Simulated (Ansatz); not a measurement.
## Bi chain started as a strip of triangles: one chain at several levels of theory

Wanted: the relaxed geometry and the open channels of the Bi chain started as a strip of triangles, by several methods.

Main program and level: Ansatz 0.2.0; DFT PBE, plane waves, PAW; relaxation of a chain's period, in the first sound run; inputs show where later runs differ.

### 1. The starting structure

The cell holds 2 atoms: 2 Bi. Its edges and angles: a = 9.000 Å, b = 7.500 Å, c = 2.896 Å, α = 90.0°, β = 90.0°, γ = 90.0°. Vacuum lies along a and b. The structure's axis is c.

### 2. The relaxed wire, level PBE, cutoff 420 eV

Band widths follow the bond lengths, so the chain is relaxed first. The atoms and the third cell vector are free; the box across stays fixed as vacuum. Moments are seeded so that a magnetic state can form if it lies lower. A Fermi-Dirac smearing is set since the result may be a metal. The pressure printed is a third of the stress's trace over the whole box, vacuum included; only the stress along the axis is relaxed.

input.yaml

```yaml
crystal:
  lattice:
    - [9.0, 0.0, 0.0]
    - [0.0, 7.5, 0.0]
    - [0.0, 0.0, 2.89636]
  atoms:
    - { symbol: Bi, position: [0.362524444, 0.5, 0.0], spin: 0.5 }
    - { symbol: Bi, position: [0.637475556, 0.5, 0.5], spin: 0.5 }
magnetization:
  spin_polarized: true
kpoints:
  mp_grid: { grid: [1, 1, 28] }
scf:
  occupations: { method: fermi_dirac, width: 0.05 }
hamiltonian:
  xc: pbe
relax:
  cell: { fix: [a, b, alpha, beta, gamma] }
  max_steps: 60
```

Started as:

```sh
> ansatz run input.yaml --threads 4 --pin off --max-ram 8192MiB --backend cpu --events-out ev --progress --plain --runs-dir out
```

Numbers of over 12 decimals in the logs are rounded to 6 here.

The program printed:

```text
Engine: ansatz 0.2.0, aarch64-unknown-linux-gnu
Pseudopotentials: kind: paw
Pseudopotential: Bi, paw, valence charge 15, recommended cutoff 420 eV (normal), Bi.paw.azcp
Functional definition: PBE
  parameter kappa = 0.804
  parameter beta = 0.066725
  exchange = pbe_x(kappa = kappa, mu = beta*pi^2/3)
  correlation = pbe_c(beta = beta)
Crystal: 2 atoms, lattice volume = 195.504 Å³
Basis set: ecut = 420 eV, 3807 PW (Γ), exchange–correlation on 128×108×40 points (8 copies of the dense FFT grid, shifted against one another)
Bands: 20, of which v1, the nominal top of the filled ones, is band 15 counted from 1 (14 counted from 0)
Symmetry: 8 space group operations
Space group: Pmma (ITA 51), of the structure as read, at distance tolerance 5.8e-5 Å
Magnetic group: BNS 51.289 (UNI 387), of the structure as read, at distance tolerance 5.8e-5 Å
k-points: 15 of 28
Non-local potential: Bi, projectors of the file, l = 0: 2, l = 1: 2, l = 2: 2, l = 3: 2
PAW form: soft (Blöchl's): semilocal exchange-correlation on the pseudo side does not see the compensation charge
PAW one-centre angular grid: Bi, 590 points (default); XC on 64 Gauss nodes
Initial density: superposition of atomic densities (neutral atoms: chi_scale 0, normalization atom)
Starting moments: Σ|m| = 1 μB on 2 of 2 sites
Initial wavefunctions: pseudopotential atomic-orbital guess
Functional: x = pbe(κ = 0.804, μ = 0.219515), c = pbe(β = 0.066725)
iter 1 solved again at ethr=9.50e-4 eV; its pass at ethr=3.10e-3 eV (dr2=2.85e-1 eV) is discarded
SCF iter   1: F=—  HF=-24790.925413 eV  |F-HF|=—  |Δ(HF+E_count)|=         —  Δρ=1.15e-2 (↑1.15e-2 ↓1.01e-2)  dr2=2.94e-1  dr2_m=1.88e-1  M=0.149 μB ∫|m|=0.149 μB  β_m=0.30  ethr=9.50e-4  ⟨swp⟩=1.0  Hψ=4064  notcnv=0
preconditioner: auto → LDOS  [metal: Δε(μ)=0.055 eV  Ē_g=7.901 eV  σ=0.050 eV  W_gap=0.27  n_scr=20 (ndim 8)  ℏωp=7.7 eV  f_vac=0.544  D(μ)=1.84/eV (n_scr^D=8)]
spin=Collinear: LDOS preconditioning applied to the charge; magnetization (m = ρ↑ − ρ↓) channel mixes plain (no charge-response kernel on spin).
SCF iter   2: F=—  HF=-24790.902370 eV  |F-HF|=—  |Δ(HF+E_count)|=   2.30e-2  Δρ=7.97e-3 (↑7.97e-3 ↓7.36e-3)  dr2=1.43e-1  dr2_m=9.40e-2  M=0.129 μB ∫|m|=0.129 μB  β_m=0.30  ethr=9.50e-4  ⟨swp⟩=2.0  Hψ=732  notcnv=0
SCF iter   3: F=—  HF=-24790.875887 eV  |F-HF|=—  |Δ(HF+E_count)|=   2.65e-2  Δρ=5.41e-3 (↑4.97e-3 ↓5.41e-3)  dr2=1.06e-2  dr2_m=4.64e-2  M=0.122 μB ∫|m|=0.122 μB  β_m=0.30  ethr=4.75e-4  ⟨swp⟩=3.0  Hψ=925  notcnv=0
SCF iter   4: F=—  HF=-24790.882575 eV  |F-HF|=—  |Δ(HF+E_count)|=   6.69e-3  Δρ=3.71e-3 (↑3.59e-3 ↓3.71e-3)  dr2=2.30e-3  dr2_m=2.36e-2  M=0.102 μB ∫|m|=0.102 μB  β_m=0.30  ethr=3.53e-5  ⟨swp⟩=2.0  Hψ=1257  notcnv=0
SCF iter   5: F=—  HF=-24790.885825 eV  |F-HF|=—  |Δ(HF+E_count)|=   3.25e-3  Δρ=2.67e-3 (↑2.53e-3 ↓2.67e-3)  dr2=4.60e-4  dr2_m=1.20e-2  M=0.087 μB ∫|m|=0.087 μB  β_m=0.30  ethr=7.67e-6  ⟨swp⟩=2.8  Hψ=1096  notcnv=0
SCF iter   6: F=—  HF=-24790.887935 eV  |F-HF|=—  |Δ(HF+E_count)|=   2.11e-3  Δρ=1.86e-3 (↑1.86e-3 ↓1.84e-3)  dr2=4.06e-5  dr2_m=6.12e-3  M=0.073 μB ∫|m|=0.073 μB  β_m=0.30  ethr=1.53e-6  ⟨swp⟩=2.5  Hψ=1040  notcnv=0
SCF iter   7: F=—  HF=-24790.888952 eV  |F-HF|=—  |Δ(HF+E_count)|=   1.02e-3  Δρ=1.33e-3 (↑1.32e-3 ↓1.33e-3)  dr2=1.67e-5  dr2_m=3.14e-3  M=0.062 μB ∫|m|=0.062 μB  β_m=0.30  ethr=1.35e-7  ⟨swp⟩=3.0  Hψ=1124  notcnv=0
Mixer restart at iter 7: flushing history
spin-set hold released at iteration 7 (site moments contracting): the magnetisation degrees of freedom join the quasi-Newton model from the next iteration; the mixer history was flushed
SCF iter   8: F=—  HF=-24790.889510 eV  |F-HF|=—  |Δ(HF+E_count)|=   5.58e-4  Δρ=9.57e-4 (↑9.50e-4 ↓9.57e-4)  dr2=7.79e-6  dr2_m=1.63e-3  M=0.053 μB ∫|m|=0.053 μB  β_m=0.65  ethr=5.57e-8  ⟨swp⟩=2.1  Hψ=691  notcnv=0
SCF iter   9: F=—  HF=-24790.890320 eV  |F-HF|=—  |Δ(HF+E_count)|=   8.10e-4  Δρ=9.81e-5 (↑9.62e-5 ↓9.81e-5)  dr2=1.25e-6  dr2_m=1.68e-5  M=0.020 μB ∫|m|=0.020 μB  β_m=0.82  ethr=2.60e-8  ⟨swp⟩=2.7  Hψ=1057  notcnv=0
SCF iter  10: F=—  HF=-24790.890379 eV  |F-HF|=—  |Δ(HF+E_count)|=   5.90e-5  Δρ=5.26e-5 (↑5.05e-5 ↓5.26e-5)  dr2=1.41e-6  dr2_m=4.57e-6  M=0.011 μB ∫|m|=0.011 μB  β_m=0.91  ethr=4.18e-9  ⟨swp⟩=3.0  Hψ=1146  notcnv=0
SCF iter  11: F=—  HF=-24790.890402 eV  |F-HF|=—  |Δ(HF+E_count)|=   2.21e-5  Δρ=1.97e-5 (↑1.97e-5 ↓1.96e-5)  dr2=2.89e-6  dr2_m=3.27e-7  M=0.003 μB ∫|m|=0.003 μB  β_m=0.76  ethr=4.18e-9  ⟨swp⟩=3.0  Hψ=1145  notcnv=0
SCF iter  12: F=—  HF=-24790.890403 eV  |F-HF|=—  |Δ(HF+E_count)|=   1.10e-6  Δρ=3.82e-6 (↑3.66e-6 ↓3.82e-6)  dr2=4.25e-9  dr2_m=2.44e-8  M=0.001 μB ∫|m|=0.001 μB  β_m=0.88  ethr=3.33e-10  ⟨swp⟩=4.1  Hψ=2812  notcnv=0
SCF iter  13: F=—  HF=-24790.890403 eV  |F-HF|=—  |Δ(HF+E_count)|=   1.38e-7  Δρ=7.87e-7 (↑7.87e-7 ↓4.46e-7)  dr2=6.09e-10  dr2_m=5.81e-10  M=0.000 μB ∫|m|=0.000 μB  β_m=0.88  ethr=1.42e-11  ⟨swp⟩=4.7  Hψ=1823  notcnv=0
SCF iter  14: F=—  HF=-24790.890403 eV  |F-HF|=—  |Δ(HF+E_count)|=   2.27e-9  Δρ=1.85e-7 (↑1.60e-7 ↓1.85e-7)  dr2=2.68e-11  dr2_m=5.05e-11  M=-0.000 μB ∫|m|=0.000 μB  β_m=0.94  ethr=2.03e-12  ⟨swp⟩=3.0  Hψ=1315  notcnv=0
SCF iter  15: F=-24790.890403 eV  HF=-24790.890403 eV  |F-HF|=1.82e-11  |Δ(HF+E_count)|=  2.55e-10  Δρ=3.57e-8 (↑3.55e-8 ↓3.57e-8)  dr2=4.26e-12  dr2_m=1.09e-12  M=-0.000 μB ∫|m|=0.000 μB  ethr=1.00e-12  ⟨swp⟩=2.2  Hψ=1177  notcnv=0
WARN: the starting moments were not kept: the SCF closed with an absolute magnetisation of 2.4e-6 μB, where they sum to 1 μB in size (2 sites). That is at most 0.1 of that sum. Measured as dr2_m measures the in/out step, that magnetisation stands 4.9e-13 eV from none, at or under the dr2_threshold of 1.0e-7 eV: it is no larger than a step whose dr2_m would equal this threshold. The system may hold no moment; this SCF [...]
SCF 1 converged in 15 iterations: F = -24790.890403 eV  dr2 = 4.26e-12
  greatest PAW one-centre occupation: 0.987 electrons in one spin orbital (limit 2), on the Bi atom at site 1 (counted from 0), in its partial waves of l = 2
relax step   1: F+E_penalty+E_count = -24790.89040277 eV  Δ(F+E_penalty+E_count) = +0.000e0 eV  max|allowed force component| = 2.638e0 eV/Å  Δτ_max = 0.0000 Å  P = +4.644 GPa  Ω = 195.504 Å³  fix = [a, b, alpha, beta, gamma]  reactions: a +4.972, b +0.464 GPa  (15 SCF iters, dr2 threshold 1.00e-7 eV, accepted)
Crystal: 2 atoms, lattice volume = 201.552 Å³
Basis set: ecut = 420 eV, 3895 PW (Γ), exchange–correlation on 128×108×40 points (8 copies of the dense FFT grid, shifted against one another)
Initial density: handed on by an earlier stage of this run
[...]
Basis set: ecut = 420 eV, 4189 PW (Γ), exchange–correlation on 128×108×48 points (8 copies of the dense FFT grid, shifted against one another)
Initial wavefunctions: pseudopotential atomic-orbital guess (no wavefunctions were taken with the density)
iter 1 solved again at ethr=2.50e-7 eV; its pass at ethr=3.10e-3 eV (dr2=7.50e-5 eV) is discarded
SCF iter   1: F=—  HF=-24791.564168 eV  |F-HF|=—  |Δ(HF+E_count)|=         —  Δρ=2.37e-4 (↑2.37e-4 ↓2.37e-4)  dr2=2.49e-5  dr2_m=2.50e-12  M=0.000 μB ∫|m|=0.000 μB  β_m=0.30  ethr=2.50e-7  ⟨swp⟩=3.9  Hψ=5174  notcnv=0
preconditioner: auto → Resta (q_TF=auto, 1.968 Å⁻¹)  ε∞=2.1  [insulator: Δε(μ)=0.181 eV  Ē_g=7.415 eV  σ=0.050 eV  W_gap=0.70  n_scr=20 (ndim 8)  ℏωp=7.6 eV  f_vac=0.549  D(μ)=1.81/eV (n_scr^D=8)  ε∞_Penn≈2.1  vacuum switching on, ρ_ref=4.0e-3 e/Å³]
spin=Collinear: Resta preconditioning applied to the charge; magnetization (m = ρ↑ − ρ↓) channel mixes plain (no charge-response kernel on spin).
SCF iter   2: F=—  HF=-24791.569052 eV  |F-HF|=—  |Δ(HF+E_count)|=   4.88e-3  Δρ=1.66e-4 (↑1.66e-4 ↓1.66e-4)  dr2=6.15e-6  dr2_m=1.79e-12  M=0.000 μB ∫|m|=0.000 μB  β_m=0.42  ethr=8.29e-8  ⟨swp⟩=2.7  Hψ=908  notcnv=0
SCF iter   3: F=—  HF=-24791.574159 eV  |F-HF|=—  |Δ(HF+E_count)|=   5.11e-3  Δρ=7.32e-5 (↑7.32e-5 ↓7.32e-5)  dr2=1.97e-6  dr2_m=9.65e-13  M=0.000 μB ∫|m|=0.000 μB  β_m=0.66  ethr=2.05e-8  ⟨swp⟩=2.9  Hψ=952  notcnv=0
SCF iter   4: F=—  HF=-24791.575816 eV  |F-HF|=—  |Δ(HF+E_count)|=   1.66e-3  Δρ=1.76e-5 (↑1.76e-5 ↓1.76e-5)  dr2=3.81e-7  dr2_m=2.38e-13  M=0.000 μB ∫|m|=0.000 μB  β_m=0.68  ethr=6.57e-9  ⟨swp⟩=3.2  Hψ=1120  notcnv=0
SCF iter   5: F=—  HF=-24791.575906 eV  |F-HF|=—  |Δ(HF+E_count)|=   9.00e-5  Δρ=2.32e-6 (↑2.32e-6 ↓2.32e-6)  dr2=1.94e-8  dr2_m=6.51e-14  M=0.000 μB ∫|m|=0.000 μB  β_m=0.73  ethr=1.27e-9  ⟨swp⟩=3.7  Hψ=1104  notcnv=0
SCF iter   6: F=—  HF=-24791.575908 eV  |F-HF|=—  |Δ(HF+E_count)|=   2.41e-6  Δρ=3.25e-7 (↑3.24e-7 ↓3.25e-7)  dr2=2.79e-9  dr2_m=1.22e-14  M=0.000 μB ∫|m|=0.000 μB  β_m=0.84  ethr=6.48e-11  ⟨swp⟩=2.8  Hψ=780  notcnv=0
SCF iter   7: F=—  HF=-24791.575908 eV  |F-HF|=—  |Δ(HF+E_count)|=   5.86e-8  Δρ=9.05e-8 (↑9.03e-8 ↓9.05e-8)  dr2=3.46e-10  dr2_m=1.85e-15  M=0.000 μB ∫|m|=0.000 μB  β_m=0.84  ethr=9.31e-12  ⟨swp⟩=2.0  Hψ=756  notcnv=0
SCF iter   8: F=—  HF=-24791.575937 eV  |F-HF|=—  |Δ(HF+E_count)|=   2.87e-5  Δρ=4.56e-7 (↑4.56e-7 ↓4.56e-7)  dr2=2.64e-9  dr2_m=4.01e-16  M=0.000 μB ∫|m|=0.000 μB  β_m=0.84  ethr=1.15e-12  ⟨swp⟩=5.1  Hψ=1478  notcnv=0
SCF iter   9: F=—  HF=-24791.575937 eV  |F-HF|=—  |Δ(HF+E_count)|=  2.40e-10  Δρ=4.55e-7 (↑4.55e-7 ↓4.55e-7)  dr2=2.61e-9  dr2_m=5.74e-16  M=0.000 μB ∫|m|=0.000 μB  β_m=0.92  ethr=1.15e-12  ⟨swp⟩=1.0  Hψ=600  notcnv=0
SCF iter  10: F=—  HF=-24791.575937 eV  |F-HF|=—  |Δ(HF+E_count)|=   2.84e-9  Δρ=4.39e-7 (↑4.39e-7 ↓4.39e-7)  dr2=2.40e-9  dr2_m=3.53e-14  M=0.000 μB ∫|m|=0.000 μB  β_m=0.96  ethr=1.15e-12  ⟨swp⟩=1.8  Hψ=628  notcnv=0
SCF iter  11: F=—  HF=-24791.575937 eV  |F-HF|=—  |Δ(HF+E_count)|=   1.54e-9  Δρ=4.27e-7 (↑4.27e-7 ↓4.27e-7)  dr2=2.27e-9  dr2_m=2.53e-14  M=0.000 μB ∫|m|=0.000 μB  β_m=0.77  ethr=1.15e-12  ⟨swp⟩=1.0  Hψ=600  notcnv=0
SCF iter  12: F=—  HF=-24791.575937 eV  |F-HF|=—  |Δ(HF+E_count)|=   8.10e-9  Δρ=3.69e-7 (↑3.69e-7 ↓3.69e-7)  dr2=1.71e-9  dr2_m=1.30e-14  M=-0.000 μB ∫|m|=0.000 μB  β_m=0.89  ethr=1.15e-12  ⟨swp⟩=1.9  Hψ=682  notcnv=0
SCF iter  13: F=—  HF=-24791.575937 eV  |F-HF|=—  |Δ(HF+E_count)|=   1.58e-8  Δρ=2.18e-7 (↑2.18e-7 ↓2.18e-7)  dr2=5.94e-10  dr2_m=4.23e-15  M=-0.000 μB ∫|m|=0.000 μB  β_m=0.94  ethr=1.15e-12  ⟨swp⟩=2.0  Hψ=760  notcnv=0
SCF iter  14: F=—  HF=-24791.575937 eV  |F-HF|=—  |Δ(HF+E_count)|=   7.82e-9  Δρ=6.06e-8 (↑6.05e-8 ↓6.06e-8)  dr2=4.55e-11  dr2_m=1.25e-15  M=-0.000 μB ∫|m|=0.000 μB  β_m=0.97  ethr=1.15e-12  ⟨swp⟩=2.0  Hψ=760  notcnv=0
SCF iter  15: F=-24791.575937 eV  HF=-24791.575937 eV  |F-HF|=2.11e-10  |Δ(HF+E_count)|=  4.44e-10  Δρ=3.46e-8 (↑3.46e-8 ↓3.46e-8)  dr2=1.46e-11  dr2_m=4.25e-17  M=-0.000 μB ∫|m|=0.000 μB  ethr=1.00e-12  ⟨swp⟩=6.0  Hψ=2435  notcnv=0
the starting moments were not kept: the SCF closed with an absolute magnetisation of 6.0e-9 μB, where they sum to 1 μB in size (2 sites). That is at most 0.1 of that sum. Measured as dr2_m measures the in/out step, that magnetisation stands 1.7e-18 eV from none, at or under the dr2_threshold of 2.0e-11 eV: it is no larger than a step whose dr2_m would equal this threshold.
SCF 10 converged in 15 iterations: F = -24791.575937 eV  dr2 = 1.46e-11
relax step  10: F+E_penalty+E_count = -24791.57593683 eV  Δ(F+E_penalty+E_count) = -1.041e-3 eV  max|allowed force component| = 4.141e-3 eV/Å  Δτ_max = 0.0000 Å  P = -0.017 GPa  Ω = 212.824 Å³  fix = [a, b, alpha, beta, gamma]  reactions: a -0.516, b +0.456 GPa  stress off target by 7.19e-3 GPa on what of the cell is left free  SCF on the basis re-selected at this cell (its energy is not comparable with the rows above)  (15 SCF iters)
basis re-selected at this cell: Δ(F+E_penalty+E_count) = -1.041e-3 eV, ΔP = +0.000 GPa vs the last step (what re-selecting the basis moved, of the pressure what is left beyond the Pulay correction that the steps carried, after the strain that the cell walked since its last selection, with what the two solves' SCF thresholds leave and, on support functions, any second-order correction that the steps lacked; it is no measure of the basis error at this ecutwfc). The dense FFT grid was sized anew with the basis: this SCF ran on 64×54×24 points, the steps before it on 64×54×20, so part of this shift can come from that change (see relax.cell in the input reference). [rest of the remark cut]
SCF converged after 15 iterations
Magnetization: -0.0000 μB (15.0000 up, 15.0000 down)
Absolute magnetization: 0.0000 μB (∫|ρ↑−ρ↓|, with the PAW one-centre terms)
Spin contamination: 0.0000 ħ² per cell (⟨S²⟩ above its minimum at these occupations)
Per-site moments (μB) at R_I (Å): [(-8.157926214551097e-10, 1.300174), (-8.157924144199458e-10, 1.300174)]
Free energy (F): -24791.575937 eV
Harris-Foulkes:  -24791.575937 eV  (|F-HF|=2.11e-10)
Internal energy: -24791.559838 eV  (E = F + TS)
E sigma→0 (E₀):  -24791.567887 eV
Entropy (-TS):   -0.016099 eV (-8.050 meV/atom)
Fermi energy:    0.513998 eV
--- Per-component energies (eV) ---
  E_band       = -494.812916
  E_kinetic    = 603.168212
  E_local      = -6284.559452  (includes V_loc(G=0)·N_el)
  E_nonlocal   = 1119.001333
  E_hartree    = 2462.650400
  E_xc         = -300.351912
  E_vxc        = -285.404697  (∫ρ·V_xc dr)
  E_paw        = -21326.470822  (= ΣΔE_a)
  E_vpaw       = -572.318358  (= ΣTr[D̂ρ^β])
  E_aug_tail   = -0.000874  (compensation charges beyond the density's cutoff)
  E_ewald      = -1064.996723
  E_smearing   = -0.016099  (= −TS)
  E_closure    = -0.000000  (closes the sum)
  Σ components = -24791.575937   (vs F -24791.575937, Δ=0.00e0)
--- Forces (eV/Å), atoms counted from 1 ---
  atom   1  Bi     0.00414083     0.00000000     0.00000000
  atom   2  Bi    -0.00414083     0.00000000     0.00000000
  max |Σ_I F_I| component: 0.00e0 eV/Å
--- Stress (GPa, compression-positive) ---
       -0.515651       0.000000       0.000000
        0.000000       0.456321       0.000000
        0.000000       0.000000       0.007194
  P = ⅓ Tr σ = -0.0174 GPa (-0.174 kbar)
--- Relaxed structure (9 steps of the walk, 7 accepted, 1 SCFs on fresh bases) ---
  F+E_penalty+E_count = -24791.57593683 eV   max|allowed force component| = 4.141e-3 eV/Å   (the final SCF, on the basis selected at the relaxed cell)
  cell:  # Å, volume = 212.8242 Å³
    - [9.0, 0.0, 0.0]
    - [0.0, 7.5, 0.0]
    - [0.0, 0.0, 3.152951]
  atoms:
    - { symbol: Bi, position: [0.348369, 0.5, 0.0] }
    - { symbol: Bi, position: [0.651631, 0.5, 0.500000] }
```

Elapsed: 25 s, on 4 threads of Arm Neoverse V2, shared host; peak memory 0.54 GiB.

The steps of the relaxation:

| step | energy less that of the first step (eV) | largest force component (eV/Å) | pressure (GPa) | volume (Å³) |
| --- | --- | --- | --- | --- |
| 1 | 0.0000 | 2.6384 | 4.64 | 195.50 |
| 2 | -0.6224 | 0.0498 | 0.78 | 201.55 |
| 3 | -0.6673 | 0.0147 | 0.24 | 205.71 |
| 4 | -0.6757 | 0.0891 | -0.10 | 209.05 |
| 5 | -0.6770 | 0.0748 | -0.07 | 209.51 |
| 6 | -0.6320 | 0.3265 | 0.39 | 219.01 |
| 7 | -0.6844 | 0.0238 | -0.02 | 212.58 |
| 8 | -0.6778 | 0.1867 | -0.01 | 214.78 |
| 9 | -0.6845 | 0.0041 | -0.02 | 212.82 |
| 10* | -0.6855 | 0.0041 | -0.02 | 212.82 |

Relaxation steps marked * repeat the geometry before them on a plane-wave basis chosen anew for their cell, so energy and pressure can jump there. Relaxation steps 6, 8 were tried and not accepted.

The run keeps the 8 symmetry operations that it works with, so distortions that break them were not tested.

| cell as run | before | after | change |
| --- | --- | --- | --- |
| c (Å) | 2.896 | 3.153 | +8.9 % |

The atoms that moved most (Å, along periodic axes as changes of fractional coordinates times the final cell, across vacuum about the mean position):

| atom | dx | dy | dz | length |
| --- | --- | --- | --- | --- |
| Bi1 | -0.127 | 0.000 | 0.000 | 0.127 |
| Bi2 | 0.127 | 0.000 | 0.000 | 0.127 |

Final coordinates:

```
Bi
1.0
     9.00000    0.00000    0.00000
     0.00000    7.50000    0.00000
     0.00000    0.00000    3.15295
Bi
2
Direct
  0.34837 0.50000 0.00000
  0.65163 0.50000 0.50000
```

This step gave:

```
energy at zero smearing    : -24791.5679 eV
cell length along the wire : 3.153 Å
```

The cell's length comes to 3.153 Å with no moment.

(Part 1 of 4 ends here.)

[Logs are printed without paths, hosts, clocks, repeated set-up lines and the standing remarks that a program may print on its own settings, such as how far it seeks lower states.]

[Hosts, paths, dates, database ids (printed as entryN), source tags and the programs' standing remarks are cut or masked in the printed files.]
